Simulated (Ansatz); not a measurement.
Space group Pnma (No. 62). a = 10.835 Å, b = 3.591 Å, c = 4.544 Å, α = 90.00°, β = 90.00°, γ = 90.00°
| atom | site | symmetry | x | y | z |
| --- | --- | --- | --- | --- | --- |
| Ge | 4c | .m. | 0.1283 | 0.2500 | 0.1355 |
| S | 4c | .m. | 0.8447 | 0.2500 | 0.5131 |

Equation of state of this GeS structure (not necessarily the ground state), with shape and atoms relaxed at each volume where symmetry leaves them free. Method: Ansatz, DFT r2SCAN, scalar-relativistic, plane waves, PAW.

Cutoff 500 eV; k points 4×8×6 on the computed 8-atom cell (Γ-centred); Gaussian smearing, width 0.02 eV; no spin polarisation.

```csv
V (Å³/atom),E − E(largest V) (meV/atom),P (GPa),gap on mesh (eV)
20.772,1.94,1.47,1.28
21.435,-2.36,0.66,1.32
22.098,-3.66,0.01,1.35
22.761,-2.66,-0.49,1.39
23.424,0.00,-0.81,1.42
```

**Question.** Fit a third-order Birch–Murnaghan equation to E(V).

**Answer.** V0 = 22.11 Å³/atom, B0 = 18 GPa, B0' = 8.8.